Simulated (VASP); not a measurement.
# HC60N3 (a cell with a defect) in VASP: further runs, part 3 of 3

VASP 6.6.1.

## Step 4: Single point, r2SCAN

The input, INCAR:

```
SYSTEM = HC60N3
PREC = Accurate ; ENCUT = 520
EDIFF = 1E-6 ; ISMEAR = 0
SIGMA = 0.03 ; LREAL = .FALSE.
LASPH = .TRUE. ; NELM = 100
ALGO = Normal ; ISIF = 2
LWAVE = .FALSE. ; LCHARG = .TRUE.
METAGGA = R2SCAN ; LMIXTAU = .TRUE.
LELF = .TRUE. ; LVHAR = .TRUE.
```

The input, KPOINTS:

```
Automatic mesh
0
G
  2 2 2
  0 0 0
```

The input, POSCAR:

```
HC60N3
1.0
    7.1400000000      0.0000000000      0.0000000000
    0.0000000000      7.1400000000      0.0000000000
    0.0000000000      0.0000000000      7.1400000000
H C N
1 60 3
Direct
    0.5298888200      0.5595991800      0.5447440000
    0.6319130000      0.6319130000      0.6319130000
    0.5014860000      0.7507060000      0.7507060000
    0.7507060000      0.5014860000      0.7507060000
    0.7507060000      0.7507060000      0.5014860000
    0.4950870000      0.2505090000      0.7494590000
    0.4950870000      0.7494590000      0.2505090000
    0.2505090000      0.4950870000      0.7494590000
    0.7494590000      0.4950870000      0.2505090000
    0.2505090000      0.7494590000      0.4950870000
    0.7494590000      0.2505090000      0.4950870000
    0.6235760000      0.3759650000      0.8734240000
    0.6235760000      0.8734240000      0.3759650000
    0.3759650000      0.6235760000      0.8734240000
    0.8734240000      0.6235760000      0.3759650000
    0.3759650000      0.8734240000      0.6235760000
    0.8734240000      0.3759650000      0.6235760000
    0.5050870000      0.2510410000      0.2510410000
    0.2510410000      0.5050870000      0.2510410000
    0.2510410000      0.2510410000      0.5050870000
    0.1273950000      0.6227350000      0.6227350000
    0.6227350000      0.1273950000      0.6227350000
    0.6227350000      0.6227350000      0.1273950000
    0.9999620000      0.4999560000      0.4999560000
    0.4999560000      0.9999620000      0.4999560000
    0.4999560000      0.4999560000      0.9999620000
    0.1278200000      0.3773090000      0.3773090000
    0.3773090000      0.1278200000      0.3773090000
    0.3773090000      0.3773090000      0.1278200000
    0.6239330000      0.8758650000      0.8758650000
    0.8758650000      0.6239330000      0.8758650000
    0.8758650000      0.8758650000      0.6239330000
    0.0011195000      0.7494200000      0.7494200000
    0.7494200000      0.0011195000      0.7494200000
    0.7494200000      0.7494200000      0.0011195000
    0.1237350000      0.3750450000      0.8761320000
    0.1237350000      0.8761320000      0.3750450000
    0.3750450000      0.1237350000      0.8761320000
    0.8761320000      0.1237350000      0.3750450000
    0.3750450000      0.8761320000      0.1237350000
    0.8761320000      0.3750450000      0.1237350000
    0.9987500000      0.2495250000      0.7493430000
    0.9987500000      0.7493430000      0.2495250000
    0.2495250000      0.9987500000      0.7493430000
    0.7493430000      0.9987500000      0.2495250000
    0.2495250000      0.7493430000      0.9987500000
    0.7493430000      0.2495250000      0.9987500000
    0.1237820000      0.1237820000      0.6246850000
    0.1237820000      0.6246850000      0.1237820000
    0.6246850000      0.1237820000      0.1237820000
    0.0017403000      0.2503660000      0.2503660000
    0.2503660000      0.0017403000      0.2503660000
    0.2503660000      0.2503660000      0.0017403000
    0.1249420000      0.8743930000      0.8743930000
    0.8743930000      0.1249420000      0.8743930000
    0.8743930000      0.8743930000      0.1249420000
    0.9999680000      0.9999680000      0.4998950000
    0.9999680000      0.4998950000      0.9999680000
    0.4998950000      0.9999680000      0.9999680000
    0.1254050000      0.1254050000      0.1254050000
    0.9997840000      0.9997840000      0.9997840000
    0.6351560000      0.3648080000      0.3648080000
    0.3648080000      0.6351560000      0.3648080000
    0.3648080000      0.3648080000      0.6351560000
```

Potentials or basis: VASP PAW PBE potentials, release 64 (H, C, N).

Launch:

```bash
$ cat potpaw_PBE.64/H/POTCAR potpaw_PBE.64/C/POTCAR potpaw_PBE.64/N/POTCAR > POTCAR
$ mpirun -np 1 vasp_std > vasp.out
```

OUTCAR:

```text
SYSTEM = HC60N3
   PREC = Accurate
   ENCUT = 520
   EDIFF = 1E-6
   ISMEAR = 0
   LREAL = .FALSE.
   LASPH = .TRUE.
   NELM = 100
   ISIF = 2
   METAGGA = R2SCAN

 ion  position               nearest neighbor table
   1  0.530  0.560  0.545-   2 1.09
   2  0.632  0.632  0.632-   1 1.09   3 1.52   4 1.52   5 1.52
   3  0.501  0.751  0.751-   2 1.52  30 1.54  16 1.55  14 1.55
   4  0.751  0.501  0.751-   2 1.52  31 1.54  17 1.55  12 1.55
   5  0.751  0.751  0.501-   2 1.52  32 1.54  15 1.55  13 1.55
   6  0.495  0.251  0.749-  64 1.48  38 1.54  22 1.56  12 1.56
   7  0.495  0.749  0.251-  63 1.48  40 1.54  23 1.56  13 1.56
[... 52 lines left out ...]
  60  0.125  0.125  0.125-  51 1.54  52 1.54  53 1.54  61 1.55
  61  1.000  1.000  1.000-  54 1.55  55 1.55  56 1.55  60 1.55
  62  0.635  0.365  0.365-  18 1.48  11 1.48   9 1.48
  63  0.365  0.635  0.365-  19 1.48  10 1.48   7 1.48
  64  0.365  0.365  0.635-  20 1.48   8 1.48   6 1.48

  LATTYP: Found a simple cubic cell.
 ALAT       =     7.1400000000

  Lattice vectors:

 A1 = (   7.1400000000,   0.0000000000,   0.0000000000)
 A2 = (   0.0000000000,   7.1400000000,   0.0000000000)
 A3 = (   0.0000000000,   0.0000000000,   7.1400000000)
[... 291 lines left out ...]
 k-point     1 :       0.0000    0.0000    0.0000
  band No.  band energies     occupation
      1     -13.4931      2.00000
      2     -11.8073      2.00000
      3     -11.7713      2.00000
      4     -11.3192      2.00000
      5     -10.9088      2.00000
      6     -10.9048      2.00000
[... 1133 lines left out ...]
    139      15.7359      0.00000
    140      15.7384      0.00000
 [bands above 140 left out]

------------------------ aborting loop because EDIFF is reached ----------------------------------------

  FORCE on cell =-STRESS in cart. coord.  units (eV):
  Direction    XX          YY          ZZ          XY          YZ          ZX
  --------------------------------------------------------------------------------------
  -------------------------------------------------------------------------------------
  Total       -7.3197969     -5.6778167     -6.4291152     -1.7480516     -1.1916286     -2.3831486
  in kB      -32.2192166    -24.9917870    -28.2987437     -7.6943193     -5.2451374    -10.4897965
  external PRESSURE =     -28.5032491 kB  Pullay stress =       0.0000000 kB

 VOLUME and BASIS-vectors are now :
 -----------------------------------------------------------------------------
  energy-cutoff  :      520.00
  volume of cell :      363.99
      direct lattice vectors                 reciprocal lattice vectors
     7.140000000  0.000000000  0.000000000     0.140056022  0.000000000  0.000000000
     0.000000000  7.140000000  0.000000000     0.000000000  0.140056022  0.000000000
     0.000000000  0.000000000  7.140000000     0.000000000  0.000000000  0.140056022

 POSITION                                       TOTAL-FORCE (eV/Angst)
 -----------------------------------------------------------------------------------
      3.78341      3.99554      3.88947         1.008657     -0.403800      0.252851
      4.51186      4.51186      4.51186        -0.748654      0.167132     -0.301736
      3.58061      5.36004      5.36004         0.235626      0.270386      0.282278
      5.36004      3.58061      5.36004        -0.270884     -0.164737     -0.257423
      5.36004      5.36004      3.58061        -0.016266     -0.013102      0.036061
      3.53492      1.78863      5.35114         0.021561     -0.001138      0.001027
[... 56 lines left out ...]
      2.60473      4.53501      2.60473        -0.055470     -0.018560     -0.040150
      2.60473      2.60473      4.53501        -0.019239     -0.002872     -0.010016
 -----------------------------------------------------------------------------------
    total drift:                                0.000353      0.000180      0.000271

  FREE ENERGIE OF THE ION-ELECTRON SYSTEM (eV)
  ---------------------------------------------------
  free  energy   TOTEN  =      -617.2692904443 eV

  energy  without entropy=     -617.2692904443  energy(sigma->0) =     -617.26929044
```

Wall time 35 min (1 thread of AMD EPYC 9R45 (Zen 5), shared host); peak memory 0.6 GiB.

What came out:

* Free energy: -617.2693 eV
* Pressure: -2.9 GPa
* Largest force: 1.116 eV/Å
* Band gap on the k mesh: 3.91 eV, indirect (least direct gap 3.99 eV)

Forces on the atoms (eV/Å):
```
H    1.009 -0.404  0.253
C   -0.749  0.167 -0.302
C    0.236  0.270  0.282
C   -0.271 -0.165 -0.257
C   -0.016 -0.013  0.036
C    0.022 -0.001  0.001
C    0.041  0.054 -0.061
C   -0.042 -0.016  0.045
C    0.000 -0.020  0.008
C   -0.094  0.084  0.015
C   -0.017  0.022 -0.005
C    0.000  0.001  0.010
C   -0.004  0.003  0.029
C    0.031 -0.014 -0.005
C    0.000 -0.009  0.004
C    0.043  0.001 -0.009
C    0.010 -0.011 -0.001
C    0.026 -0.010 -0.006
C   -0.047 -0.046 -0.050
C   -0.022 -0.030  0.000
C   -0.003 -0.033 -0.025
C   -0.017  0.003 -0.023
C   -0.018 -0.032  0.002
C    0.000  0.002  0.000
C   -0.001  0.014  0.000
C   -0.001  0.002  0.006
C    0.000  0.022  0.029
C    0.024  0.004  0.019
C    0.030  0.017  0.002
C   -0.086  0.042  0.049
C   -0.033  0.037 -0.039
C    0.010 -0.003 -0.025
C    0.007  0.026  0.014
C    0.006 -0.004  0.016
C    0.004  0.026  0.001
C    0.009  0.019 -0.011
C    0.013 -0.014  0.013
C    0.020  0.009 -0.009
C   -0.008  0.007  0.025
C    0.012 -0.014  0.014
C   -0.010  0.023  0.007
C    0.005 -0.012  0.002
C    0.000  0.005 -0.009
C   -0.017 -0.003  0.004
C    0.001  0.002 -0.020
C   -0.012  0.007 -0.005
C    0.001 -0.016  0.006
C    0.009  0.010 -0.011
C    0.011  0.009  0.011
C   -0.025  0.011  0.010
C   -0.004 -0.018 -0.022
C   -0.019 -0.001 -0.016
C   -0.023 -0.016 -0.003
C    0.006 -0.005 -0.002
C   -0.006  0.005 -0.009
C   -0.003 -0.008  0.006
C    0.008 -0.001  0.006
C   -0.004 -0.027 -0.008
C    0.036  0.012  0.017
C    0.004  0.003  0.003
C   -0.003  0.002  0.000
N   -0.002  0.045  0.039
N   -0.055 -0.019 -0.040
N   -0.019 -0.003 -0.010
```

Levels at points of the mesh, in eV from the valence-band top:
```csv
k point,band 124,band 125,band 126,band 127,band 128,band 129,band 130,band 131,band 132,band 133
"(0.00, 0.00, 0.00)",-1.64,-1.59,-0.29,-0.04,0.00,3.99,4.15,4.16,4.39,4.39
"(0.50, 0.00, 0.00)",-2.28,-1.87,-1.15,-0.80,-0.71,3.93,4.05,4.93,5.36,6.07
"(0.00, 0.50, 0.00)",-2.28,-1.84,-1.15,-0.83,-0.65,3.91,4.06,4.94,5.32,6.07
"(0.00, 0.00, 0.50)",-2.28,-1.86,-1.15,-0.82,-0.67,3.92,4.06,4.93,5.34,6.07
"(0.50, 0.50, 0.00)",-1.44,-1.31,-1.22,-0.53,-0.37,5.34,5.37,5.60,5.84,5.94
"(0.00, 0.50, 0.50)",-1.40,-1.31,-1.22,-0.52,-0.40,5.33,5.38,5.59,5.85,5.94
"(0.50, 0.00, 0.50)",-1.49,-1.31,-1.22,-0.54,-0.34,5.34,5.36,5.60,5.82,5.94
"(0.50, 0.50, 0.50)",-2.13,-2.13,-0.90,-0.58,-0.50,5.24,5.25,5.43,5.79,5.86
```

Caveat: the k mesh is coarse (spacing up to 0.44 Å⁻¹), so the values aren't converged; the PAW data sets were made with another functional, which shifts forces and pressure a little. r2SCAN opens gaps a little over a GGA but as a rule still falls short of measured ones.

## Step 5: The runs side by side

| level | potentials or basis | gap on the mesh (eV) | pressure (GPa) | largest force (eV/Å) |
| --- | --- | --- | --- | --- |
| PBE | VASP PAW PBE potentials, release 64 (H, C, N) | 3.65 | 1.0 | 0.94 |
| LDA | VASP PAW LDA potentials, release 64 (H, C, N) | 3.60 | -13.0 | 0.88 |
| r2SCAN | VASP PAW PBE potentials, release 64 (H, C, N) | 3.91 | -2.9 | 1.12 |

Alike in all rows: task single point; no spin polarisation; cell as given; k mesh 2 × 2 × 2; cutoff (eV) 520; smearing gaussian 0.03 eV; the mesh is coarse, so values aren't converged.

Caveats: all runs use coarse meshes; the PAW data sets were made with another functional, which shifts forces and pressure a little (some runs).

Total energies depend on the potentials used, so only differences within one code and one set of settings carry meaning.
